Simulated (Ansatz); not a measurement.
# TiO2: a stretch of c alone

One table from this session's results is given with a row withheld; the runs are named, their logs left out.

Program: Ansatz 0.2.0. Level of theory: DFT r2SCAN, scalar-relativistic, plane waves, PAW. These are calculated values, not measurements.

2 further runs of the same task are left out: 2 set aside as unsound or not needed.

### The structure to begin with

The structure is monoclinic, space group C2/m (No. 12). The conventional cell has a = 12.188 Å, b = 3.733 Å, c = 6.560 Å, α = 90.00°, β = 107.01°, γ = 90.00°. Ti (site symmetry m) is surrounded by 5 O at 1.76 to 2.01 Å. Around Ti (site symmetry m) lie 6 O at 1.85 to 2.13 Å. Around O (site symmetry m) lie 3 Ti at 1.85 to 2.13 Å. Around O (site symmetry m) lie 3 Ti at 1.92 to 2.01 Å. O (site symmetry m) is surrounded by 2 Ti at 1.76 to 1.85 Å. O (site symmetry m) is surrounded by 3 Ti at 1.95 to 2.13 Å.

Structure file:

```cif
data_structure
_symmetry_space_group_name_H-M 'P 1'
_symmetry_Int_Tables_number 1
_cell_length_a 6.3733
_cell_length_b 6.3733
_cell_length_c 6.5604
_cell_angle_alpha 106.239
_cell_angle_beta 106.239
_cell_angle_gamma 34.059
_cell_volume 142.71
loop_
_atom_site_label
_atom_site_type_symbol
_atom_site_fract_x
_atom_site_fract_y
_atom_site_fract_z
_atom_site_occupancy
Ti1 Ti 0.80551 0.80551 0.71729 1
Ti2 Ti 0.10060 0.10060 0.70961 1
Ti3 Ti 0.19449 0.19449 0.28271 1
Ti4 Ti 0.89940 0.89940 0.29039 1
O1 O 0.05834 0.05834 0.37051 1
O2 O 0.63849 0.63849 0.70581 1
O3 O 0.13298 0.13298 0.00366 1
O4 O 0.94166 0.94166 0.62949 1
O5 O 0.73601 0.73601 0.34697 1
O6 O 0.86702 0.86702 0.99634 1
O7 O 0.26399 0.26399 0.65303 1
O8 O 0.36151 0.36151 0.29419 1
```

It goes back to an entry of the Materials Project, which need not be the stable form.

It is the result of an earlier relaxation at this level (volume 11.89 Å³/atom; gap on the mesh: 3.21 eV).

The unstrained cell comes from an earlier run at this level (12 atoms, E(σ→0) -14585.3075 eV, gap 3.20 eV over the zone).

Set-up of the first run:

The input, input.yaml:

```yaml
crystal:
  lattice:
    - [6.0886613255, -1.8665151023, 0.0126491342]
    - [6.0886613255, 1.8665151023, 0.0126491342]
    - [-1.8949946799, 0.0, 6.2122063116]
  atoms:
    - { symbol: Ti, position: [0.8055121154, 0.8055121154, 0.7172947032] }
    - { symbol: Ti, position: [0.1006039055, 0.1006039055, 0.7096081746] }
    - { symbol: Ti, position: [0.1944878846, 0.1944878846, 0.2827052968] }
    - { symbol: Ti, position: [0.8993960945, 0.8993960945, 0.2903918254] }
    - { symbol: O, position: [0.0583434586, 0.0583434586, 0.3705059507] }
    - { symbol: O, position: [0.6384910443, 0.6384910443, 0.7058090402] }
    - { symbol: O, position: [0.1329785865, 0.1329785865, 0.0036572634] }
    - { symbol: O, position: [0.9416565414, 0.9416565414, 0.6294940493] }
    - { symbol: O, position: [0.7360090687, 0.7360090687, 0.3469706378] }
    - { symbol: O, position: [0.8670214135, 0.8670214135, 0.9963427366] }
    - { symbol: O, position: [0.2639909313, 0.2639909313, 0.6530293622] }
    - { symbol: O, position: [0.3615089557, 0.3615089557, 0.2941909598] }
basis:
  ecutwfc: 500
kpoints:
  mp_grid: { grid: [6, 6, 4] }
hamiltonian:
  xc: r2scan
scf:
  occupations: { method: gaussian, width: 0.02 }
output:
  forces: true
  stress: true
  eigenvalues: true
  write_density: true
  write_potential: true
  elf: true
  volumetric_format: npy
relax:
  adjacent_minimum: "off"
  f_tol: 0.008
  max_steps: 40
```

Launch:

```
$ ansatz run input.yaml --threads 2 --pin off --max-ram 5120MiB --backend cpu --events-out ev --progress --plain --runs-dir out
```

Among the steps run: At -1.0 %; Seeking the band edges at -1.0 %; At +1.0 %; The gap over the whole zone at +1.0 %; Strain -2.0 %; Seeking the band edges at -2.0 %; The cell strained by +2.0 %; Seeking the band edges at +2.0 %.

One of the session's tables, all rows but one given; the rest of the session is left out.

Lengths are those of the vectors of the cell that was run; stresses in GPa:

```
strain (%)  ΔE (meV/atom)  c (Å)
      -2.0            4.9  6.429
      -1.0              ?      ?
      +0.0            0.0  6.560
      +1.0            1.1  6.626
      +2.0            4.3  6.692
```

Estimate the missing values for strain (%) = -1.0.

Worked estimate for «ΔE (meV/atom)». A straight line through the neighbours (-2.0, 4.9) and (0.0, 0.0) gives 4.9 + (0.0 − 4.9) × (-1.0 + 2.0) / (0.0 + 2.0) = 2.5; a parabola fitted to 3 rows on both sides gives 1.3.

**Answer.** ΔE (meV/atom): 1.2; c (Å): 6.495. In «ΔE (meV/atom)» the line misses by +1.3 and the parabola by +0.1.

ΔE is over the unstrained cell. Stress in GPa, positive in compression, on the Cartesian axes of the input.

Limits of these values: Warnings in the runs' records: stress scf threshold loose.
